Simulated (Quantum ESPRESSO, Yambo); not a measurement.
**NaCl (Fm-3m): G0W0 in Yambo against the bands**

How does the gap of NaCl (Fm-3m) converge in the bands?

Program: Yambo 5.3.0. Level of theory: PBE and many-body steps on it, plane waves. Results are calculated unless marked as measured.

The database entry behind the starting cell differs from later determinations by our own check (an axis about 0.4 % short against later determinations), so it need not match the best structure at ambient conditions.

### 1. Starting point

The structure is cubic, space group Fm-3m (No. 225). Conventional cell: a = 5.620 Å, b = 5.620 Å, c = 5.620 Å, α = 90.00°, β = 90.00°, γ = 90.00°. Na has 6 Cl at 2.81 Å nearest. Nearest to Cl lie 6 Na at 2.81 Å. Farther neighbours and most contacts between anions are not listed.

Coordinates:

```xyz
2
Lattice="0.0000 2.8100 2.8100 2.8100 0.0000 2.8100 2.8100 2.8100 0.0000" Properties=species:S:1:pos:R:3 pbc="T T T"
Na    0.0000    0.0000    0.0000
Cl    2.8100    2.8100    2.8100
```

The cell and positions come from the Crystallography Open Database and are kept as given unless a step says otherwise.

### 2. 38 bands

This step: Yambo 5.3.0; G0W0 on PBE, plane waves, norm-conserving pseudopotentials.

G0W0 replaces the xc potential by the self-energy, built once from these orbitals. Only a window of levels is corrected, while the sums run over the empty bands that the input names.

The input, gw1.in:

```
HF_and_locXC
gw0
dyson
ppa
em1d
rim_cut
RandQpts= 1000000
RandGvec= 1 RL
EXXRLvcs= 76 Ry
VXCRLvcs= 304 Ry
Chimod= "HARTREE"
% BndsRnXp
 1 | 38 |
%
NGsBlkXp= 15.5 Ry
% LongDrXp
 1 | 1 | 1 |
%
% GbndRnge
 1 | 38 |
%
DysSolver= "n"
ExtendOut
PPAPntXp= 27.21138 eV
% QPkrange
 1 | 1 | 7 | 10 |
%
```

The run is started by

```
$ OMP_NUM_THREADS=1 mpirun -n 4 yambo -F gw1.in -J gw1 -C gw1 > gw1.log
```

What it wrote:

```text
 Yambo, version 5.3.0

 [02] CORE Variables Setup
 =========================

  [... cell, symmetries and grids as in the set-up ...]

  [02.05] Energies & Occupations
  ==============================

  [X] === General ===
  [X] Electronic Temperature                        :  0.000000  0.000000 [eV K]
  [X] Bosonic    Temperature                        :  0.000000  0.000000 [eV K]
  [X] Finite Temperature mode                       : no
  [X] El. density                                   :  0.36055E+24 [cm-3]
  [X] Fermi Level                                   :  1.141321 [eV]

  [X] === Gaps and Widths ===
  [X] Conduction Band Min                           :  5.149762 [eV]
  [X] Valence Band Max                              :  0.000000 [eV]
  [X] Filled Bands                                  :   8
  [X] Empty Bands                                   :     9   531
  [X] Direct Gap                                    :  5.149762 [eV]
  [X] Direct Gap localized at k                     :  1
  [X] Indirect Gap                                  :  5.149762 [eV]
  [X] Indirect Gap between kpts                     :  1  1
  [X] Last valence band width                       :  0.763888 [eV]
  [X] 1st conduction band width                     :  3.695208 [eV]

 [03] Transferred momenta grid and indexing
 ==========================================

 IBZ Q-points                                      :   8
 BZ  Q-points                                      :   64

 K/Q-points units:
 rlu = crystal or reduced units; cc = cartesian coordinates; iku = interal k-units

 Q [1]          [rlu]:  0.000000  0.000000  0.000000
 Q [2]          [rlu]:  0.30764E-17  0.30764E-17  0.25000
 Q [3]          [rlu]: -0.61529E-17 -0.61529E-17 -0.50000
 Q [4]          [rlu]:  0.15802E-17  0.25000      0.25000
 Q [5]          [rlu]: -0.19398E-16  0.25000      0.50000
 Q [6]          [rlu]: -0.61529E-17  0.25000     -0.25000
 Q [7]          [rlu]: -0.31603E-17 -0.50000     -0.50000
 Q [8]          [rlu]:  0.250000 -0.500000 -0.250000

 [04] Coloumb potential Random Integration (RIM)
 ===============================================

  [04.01] RIM initialization
  ==========================

  * Diagonal components only detected *

  8 x (sBL volume)        :  0.103539 [a.u.]
  sBZ random points       :  1000000
  Points outside the sBZ  :   7968281
  RL volume               :  0.828312 [a.u.]
  Integrated volume       :  0.831609 [a.u.]

  [04.02] RIM integrals
  =====================

  Gamma point sphere radius             :  0.085176 [a.u.]
  Points outside the sphere             :   800476
  [Int_sBZ(q=0) 1/q^2]*(Vol_sBZ)^(-1/3) =:  7.776341
                                 should be <:  7.795600

  Summary of Coulomb integrals for non-metallic bands |Q|[au] RIM/Bare

  Q [1] 0.100000E-4 0.997530 * Q [2] 0.256180 1.067779
  Q [4] 0.295811 1.067204 * Q [6] 0.418340 1.030488
  Q [5] 0.490547 1.022568 * Q [3] 0.512360 1.021209
  Q [7] 0.591623 1.017560 * Q [8] 0.661454 1.014308

 [WARNING] [Xp] User bands 1-38 break level degeneracy

 [05] Dipoles
 ============

  [05.01] Setup: observables and procedures
  =========================================

 [06] Dynamic Dielectric Matrix (PPA)
 ====================================

 [WR./gw1//ndb.pp]---------------------------------------------------------------
  Brillouin Zone Q/K grids (IBZ/BZ)                :    8   64    8   64
  RL vectors                                       :   4111 [WF]
  Coulomb cutoff potential                         : none
  Electronic Temperature                           :  0.000000 [K]
  Bosonic    Temperature                           :  0.000000 [K]
  PPA    diel. fun.  energies                      : Perdew, Burke & Ernzerhof(X)+Perdew, Burke & Ernzerhof(C)
  wavefunctions                                    : Perdew, Burke & Ernzerhof(X)+Perdew, Burke & Ernzerhof(C)
  Global Gauge                                     : length
  X matrix size                                    :   339
  X band range                                     :    1   38
  X e/h energy range                               : -1.000000 -1.000000 [eV]
  X Time ordering                                  : R
  X Hxc Kernel                                     : HARTREE
  X Drude frequency                                :  0.000000  0.000000
  X poles                                          :  100.0000 [o/o]
  RL vectors in the sum                            :   4111
  [r,Vnl] included                                 : yes
  Field direction                                  :  0.577350E-5  0.577350E-5  0.577350E-5
  BZ energy Double Grid                            : no
  BZ energy DbGd points                            : 0
  BZ Q point size factor                           : -1.000000
  X Optical Averaged directions                    : none

 [07] Local Exchange-Correlation + Non-Local Fock
 ================================================

 [VXC] Plane waves :  26813
 [EXS] Plane waves :   3479

 QP @ state[ 1 ] K range:  1  1
 QP @ state[ 1 ] b range:   7  10

 [xc] Functional : Perdew, Burke & Ernzerhof(X)+Perdew, Burke & Ernzerhof(C)
 [xc] LIBXC used to calculate xc functional
  PP Number of Atomic Species                      :  2
  NLCC RL compoments                               :  26813
  PP Number of Atomic Species                      :  2
  NLCC RL compoments                               :  26813

 [xc] E_xc :  -9.855421 [Ha]
      E_xc :  -19.71084 [Ry]

  Local XC kind (lXC) : Perdew, Burke & Ernzerhof(X)+Perdew, Burke & Ernzerhof(C)
  Non-Local XC kind (nlXC) : Hartree-Fock

  Corrections @ K [1] :  [eV]
 <7|nlXC|7> = -18.89297  0.19451E-17 <7|lXC|7> = -14.49345  0.18880E-15
 <8|nlXC|8> = -18.89292 -0.29963E-17 <8|lXC|8> = -14.49345  0.18881E-15
 <9|nlXC|9> = -4.202671 -0.13826E-17 <9|lXC|9> = -8.177508 -0.50537E-19
 <10|nlXC|10> = -3.620018  0.15463E-18 <10|lXC|10> = -8.376304 -0.18328E-22

 [08] Dyson equation: Newton solver
 ==================================

  [08.01] G0W0 (W PPA)
  ====================

  [  GW  ] Bands range     :    1   38
  [GW/PPA] G damping       :  0.100000 [eV]

  QP @ state[ 1 ] K range:  1  1
  QP @ state[ 1 ] b range:   7  10

   Sc/G bands                                       :    1   38
   Sc/G damping                                     :  0.100000 ev
   Sc bands terminator                              : no
   Sx RL components                                 :   3479

   QP @ state[ 1 ] K range                          :  1  1
   QP @ state[ 1 ] b range                          :   7  10
   GF energies kind                                 : Perdew, Burke & Ernzerhof(X)+Perdew, Burke & Ernzerhof(C)
   GF WF`s kind                                     : Perdew, Burke & Ernzerhof(X)+Perdew, Burke & Ernzerhof(C)
   Xs energies kind                                 : Perdew, Burke & Ernzerhof(X)+Perdew, Burke & Ernzerhof(C)
   Xs WF`s kind                                     : Perdew, Burke & Ernzerhof(X)+Perdew, Burke & Ernzerhof(C)

 [11] Game Over & Game summary
```

Run time: 30 s. Hardware: 4 MPI ranks of Arm Neoverse V1, shared host; peak memory 1.3 GiB.

This step gave:

```
G0W0 gap on the points computed              : 7.926 eV
starting gap on the mesh                     : 5.150 eV
k of the valence top                         : 0, 0, 0
k of the conduction bottom                   : 0, 0, 0
least direct G0W0 gap on the computed points : 7.926 eV
Z at the valence top                         : 0.8177
Z at the conduction bottom                   : 0.8690
```

The gap on the mesh goes from 5.15 eV to 7.93 eV, a correction of +2.78 eV.

### 3. 73 bands

The input, gw2.in:

```
HF_and_locXC
gw0
dyson
ppa
em1d
rim_cut
RandQpts= 1000000
RandGvec= 1 RL
EXXRLvcs= 76 Ry
VXCRLvcs= 304 Ry
Chimod= "HARTREE"
% BndsRnXp
 1 | 73 |
%
NGsBlkXp= 15.5 Ry
% LongDrXp
 1 | 1 | 1 |
%
% GbndRnge
 1 | 73 |
%
DysSolver= "n"
ExtendOut
PPAPntXp= 27.21138 eV
% QPkrange
 1 | 1 | 7 | 10 |
%
```

The run is started by

```
$ OMP_NUM_THREADS=1 mpirun -n 4 yambo -F gw2.in -J gw2 -C gw2 > gw2.log
```

What it wrote:

```text
 Yambo, version 5.3.0

 [02] CORE Variables Setup
 =========================

  [... cell, symmetries and grids as in the set-up ...]

  [02.05] Energies & Occupations
  ==============================

  [X] === General ===
  [X] Electronic Temperature                        :  0.000000  0.000000 [eV K]
  [X] Bosonic    Temperature                        :  0.000000  0.000000 [eV K]
  [X] Finite Temperature mode                       : no
  [X] El. density                                   :  0.36055E+24 [cm-3]
  [X] Fermi Level                                   :  1.141321 [eV]

  [X] === Gaps and Widths ===
  [X] Conduction Band Min                           :  5.149762 [eV]
  [X] Valence Band Max                              :  0.000000 [eV]
  [X] Filled Bands                                  :   8
  [X] Empty Bands                                   :     9   531
  [X] Direct Gap                                    :  5.149762 [eV]
  [X] Direct Gap localized at k                     :  1
  [X] Indirect Gap                                  :  5.149762 [eV]
  [X] Indirect Gap between kpts                     :  1  1
  [X] Last valence band width                       :  0.763888 [eV]
  [X] 1st conduction band width                     :  3.695208 [eV]

 [03] Transferred momenta grid and indexing
 ==========================================

 IBZ Q-points                                      :   8
 BZ  Q-points                                      :   64

 K/Q-points units:
 rlu = crystal or reduced units; cc = cartesian coordinates; iku = interal k-units

 Q [1]          [rlu]:  0.000000  0.000000  0.000000
 Q [2]          [rlu]:  0.30764E-17  0.30764E-17  0.25000
 Q [3]          [rlu]: -0.61529E-17 -0.61529E-17 -0.50000
[...]
================================================

 [VXC] Plane waves :  26813
 [EXS] Plane waves :   3479

 QP @ state[ 1 ] K range:  1  1
 QP @ state[ 1 ] b range:   7  10

 [xc] Functional : Perdew, Burke & Ernzerhof(X)+Perdew, Burke & Ernzerhof(C)
 [xc] LIBXC used to calculate xc functional
  PP Number of Atomic Species                      :  2
  NLCC RL compoments                               :  26813
  PP Number of Atomic Species                      :  2
  NLCC RL compoments                               :  26813

 [xc] E_xc :  -9.855421 [Ha]
      E_xc :  -19.71084 [Ry]

  Local XC kind (lXC) : Perdew, Burke & Ernzerhof(X)+Perdew, Burke & Ernzerhof(C)
  Non-Local XC kind (nlXC) : Hartree-Fock

  Corrections @ K [1] :  [eV]
 <7|nlXC|7> = -18.89297  0.19451E-17 <7|lXC|7> = -14.49345  0.18880E-15
 <8|nlXC|8> = -18.89292 -0.29963E-17 <8|lXC|8> = -14.49345  0.18881E-15
 <9|nlXC|9> = -4.202671 -0.13826E-17 <9|lXC|9> = -8.177508 -0.50537E-19
 <10|nlXC|10> = -3.620018  0.15463E-18 <10|lXC|10> = -8.376304 -0.18328E-22

 [08] Dyson equation: Newton solver
 ==================================

  [08.01] G0W0 (W PPA)
  ====================

  [  GW  ] Bands range     :    1   73
  [GW/PPA] G damping       :  0.100000 [eV]

  QP @ state[ 1 ] K range:  1  1
  QP @ state[ 1 ] b range:   7  10

   Sc/G bands                                       :    1   73
   Sc/G damping                                     :  0.100000 ev
   Sc bands terminator                              : no
   Sx RL components                                 :   3479

   QP @ state[ 1 ] K range                          :  1  1
   QP @ state[ 1 ] b range                          :   7  10
   GF energies kind                                 : Perdew, Burke & Ernzerhof(X)+Perdew, Burke & Ernzerhof(C)
   GF WF`s kind                                     : Perdew, Burke & Ernzerhof(X)+Perdew, Burke & Ernzerhof(C)
   Xs energies kind                                 : Perdew, Burke & Ernzerhof(X)+Perdew, Burke & Ernzerhof(C)
   Xs WF`s kind                                     : Perdew, Burke & Ernzerhof(X)+Perdew, Burke & Ernzerhof(C)

 [11] Game Over & Game summary
```

Elapsed: 57 s, on 4 MPI ranks; peak memory 1.4 GiB; 3.7 min of CPU time.

This step gave:

| Quantity | Value |
| --- | --- |
| G0W0 gap on the points computed | 8.000 eV |
| starting gap on the mesh | 5.150 eV |
| k of the valence top | 0, 0, 0 |
| k of the conduction bottom | 0, 0, 0 |
| least direct G0W0 gap on the computed points | 8.000 eV |
| Z at the valence top | 0.8160 |
| Z at the conduction bottom | 0.8679 |

Against the run before, the gap moves by +0.074 eV.

### 4. 140 bands

The input, gw3.in:

```
HF_and_locXC
gw0
dyson
ppa
em1d
rim_cut
RandQpts= 1000000
RandGvec= 1 RL
EXXRLvcs= 76 Ry
VXCRLvcs= 304 Ry
Chimod= "HARTREE"
% BndsRnXp
 1 | 140 |
%
NGsBlkXp= 15.5 Ry
% LongDrXp
 1 | 1 | 1 |
%
% GbndRnge
 1 | 140 |
%
DysSolver= "n"
ExtendOut
PPAPntXp= 27.21138 eV
% QPkrange
 1 | 1 | 7 | 10 |
%
```

The run is started by

```
$ OMP_NUM_THREADS=1 mpirun -n 4 yambo -F gw3.in -J gw3 -C gw3 > gw3.log
```

What it wrote:

```text
 Yambo, version 5.3.0

 [02] CORE Variables Setup
 =========================

  [... cell, symmetries and grids as in the set-up ...]

  [02.05] Energies & Occupations
  ==============================

  [X] === General ===
  [X] Electronic Temperature                        :  0.000000  0.000000 [eV K]
  [X] Bosonic    Temperature                        :  0.000000  0.000000 [eV K]
  [X] Finite Temperature mode                       : no
  [X] El. density                                   :  0.36055E+24 [cm-3]
[...]
Sx RL components                                 :   3479

   QP @ state[ 1 ] K range                          :  1  1
   QP @ state[ 1 ] b range                          :   7  10
   GF energies kind                                 : Perdew, Burke & Ernzerhof(X)+Perdew, Burke & Ernzerhof(C)
   GF WF`s kind                                     : Perdew, Burke & Ernzerhof(X)+Perdew, Burke & Ernzerhof(C)
   Xs energies kind                                 : Perdew, Burke & Ernzerhof(X)+Perdew, Burke & Ernzerhof(C)
   Xs WF`s kind                                     : Perdew, Burke & Ernzerhof(X)+Perdew, Burke & Ernzerhof(C)

 [11] Game Over & Game summary
```

Wall time 1.8 min (4 MPI ranks); peak memory 1.6 GiB; 7.1 min of CPU time.

Numbers from this step:

```
G0W0 gap on the points computed              : 8.093 eV
starting gap on the mesh                     : 5.150 eV
k of the valence top                         : 0, 0, 0
k of the conduction bottom                   : 0, 0, 0
least direct G0W0 gap on the computed points : 8.093 eV
```

Against the run before, the gap moves by +0.093 eV.

[end of part 1 of 2]

[Paths, hosts, dates, memory and timing lines, banners, echoed tables and standing remarks are left out of the program output.]

[Logs are printed without paths, hosts, clocks, repeated set-up lines and the standing remarks that a program may print on its own settings, such as how far it seeks lower states.]

[Runs of the session that timed out or met a known fault of the program may be left out.]

[Hosts, paths, dates, database ids (printed as entryN), source tags and the programs' standing remarks are cut or masked in the printed files.]
